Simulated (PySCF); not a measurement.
Atomic charges by several schemes

C7H8O.
Geometry (PBE0-D3(BJ)/def2-SVP, Å), atoms numbered from 1 in this order:
```xyz
16
C7H8O angstrom
O     -2.5893   -1.1114   -0.5863
C     -2.0408   -0.1774    0.3003
C     -0.5488   -0.0022    0.1547
C      0.2417   -1.0654   -0.2937
C      1.6228   -0.9217   -0.4089
C      2.2331    0.2861   -0.0732
C      1.4518    1.3511    0.3742
C      0.0701    1.2077    0.4830
H     -2.3504   -0.8405   -1.4799
H     -2.5333    0.8128    0.2229
H     -2.2661   -0.5528    1.3136
H     -0.2451   -2.0081   -0.5548
H      2.2281   -1.7606   -0.7617
H      3.3159    0.3994   -0.1646
H      1.9212    2.3036    0.6323
H     -0.5393    2.0505    0.8232
```

Density: PBE0/pcSseg-1 (PySCF); schemes: Mulliken, IAO, Hirshfeld and ESP-fitted. One conformer (not necessarily the lowest) at the PBE0-D3(BJ)/def2-SVP geometry, without solvent, vibrations or thermal averaging.

Problem. Atoms with like bonding are taken together and averaged. For which atoms does the sign change between the 4 schemes (beyond +0.03 e in one, beyond −0.03 e in another)?

Solution. C2 and C3. Atomic charges aren't observables, and each scheme defines them in its own way.

Problem. At which atom do the 4 schemes differ most?

Solution. At C3: from -0.414 (Mulliken) to +0.105 e (ESP-fitted), 0.519 e apart.

Problem. What partial charge does each atom carry?

Solution. In e; atoms taken as equivalent share a row and are averaged (×n: the atom named and its like, n in all):

```json
{"atom": "O1", "environment": "alcohol oxygen", "Mulliken": "-0.444", "IAO": "-0.540", "Hirshfeld": "-0.219", "ESP-fitted": "-0.599"}
{"atom": "C2", "environment": "carbinol carbon (C–OH)", "Mulliken": "+0.237", "IAO": "-0.049", "Hirshfeld": "+0.002", "ESP-fitted": "+0.175"}
{"atom": "C3", "environment": "substituted aromatic carbon", "Mulliken": "-0.414", "IAO": "-0.021", "Hirshfeld": "-0.008", "ESP-fitted": "+0.105"}
{"atom": "C4/C8", "environment": "aromatic CH carbon", "Mulliken": "-0.024", "IAO": "-0.161", "Hirshfeld": "-0.056", "ESP-fitted": "-0.251"}
{"atom": "C5/C7", "environment": "aromatic CH carbon", "Mulliken": "-0.083", "IAO": "-0.146", "Hirshfeld": "-0.050", "ESP-fitted": "-0.090"}
{"atom": "C6", "environment": "aromatic CH carbon", "Mulliken": "-0.084", "IAO": "-0.154", "Hirshfeld": "-0.052", "ESP-fitted": "-0.194"}
{"atom": "H9", "environment": "hydroxyl hydrogen", "Mulliken": "+0.228", "IAO": "+0.350", "Hirshfeld": "+0.163", "ESP-fitted": "+0.386"}
{"atom": "H10/H11", "environment": "methylene hydrogen", "Mulliken": "+0.122", "IAO": "+0.139", "Hirshfeld": "+0.042", "ESP-fitted": "+0.048"}
{"atom": "H12/H16", "environment": "aromatic hydrogen", "Mulliken": "+0.078", "IAO": "+0.150", "Hirshfeld": "+0.045", "ESP-fitted": "+0.149"}
{"atom": "H13/H15", "environment": "aromatic hydrogen", "Mulliken": "+0.098", "IAO": "+0.151", "Hirshfeld": "+0.050", "ESP-fitted": "+0.135"}
{"atom": "H14", "environment": "aromatic hydrogen", "Mulliken": "+0.096", "IAO": "+0.151", "Hirshfeld": "+0.050", "ESP-fitted": "+0.147"}
```

Mean size of the charges over all atoms: ESP-fitted 0.184 e, IAO 0.172 e, Mulliken 0.145 e, Hirshfeld 0.061 e. Each set sums to the total charge, 0, to within 0.001 e. The ESP scheme fits charges at the nuclei, held to the total charge, to the electrostatic potential on points at 1.4 to 2.0 times the van der Waals radii. The IAO scheme counts the electrons in orthogonalised intrinsic atomic orbitals, a minimal basis polarised so that it spans the occupied orbitals exactly.

Some averages cover members that differ in this geometry: C4/C8, ESP-fitted -0.333 to -0.169; C5/C7, ESP-fitted -0.141 to -0.039; H10/H11, ESP-fitted +0.019 to +0.077; H10/H11, IAO +0.119 to +0.159 e.

Problem. How closely do the schemes follow one another over all atoms?

Solution. Correlation coefficient and root-mean-square difference: IAO with Hirshfeld 0.99, 0.128 e; Hirshfeld with ESP-fitted 0.94, 0.159 e; IAO with ESP-fitted 0.92, 0.091 e; Mulliken with Hirshfeld 0.76, 0.138 e; Mulliken with IAO 0.74, 0.144 e; Mulliken with ESP-fitted 0.68, 0.173 e.

Problem. How many electrons does the Hirshfeld scheme count on C4?

Solution. Its own charge is -0.057 e, so Z − q = 6.056.

Problem. Sum the charges by element, for elements with more than one atom.

Solution. 
```csv
element,atoms,Mulliken,IAO,Hirshfeld,ESP-fitted
C,7,-0.475,-0.839,-0.269,-0.596
H,8,+0.919,+1.379,+0.488,+1.196
```
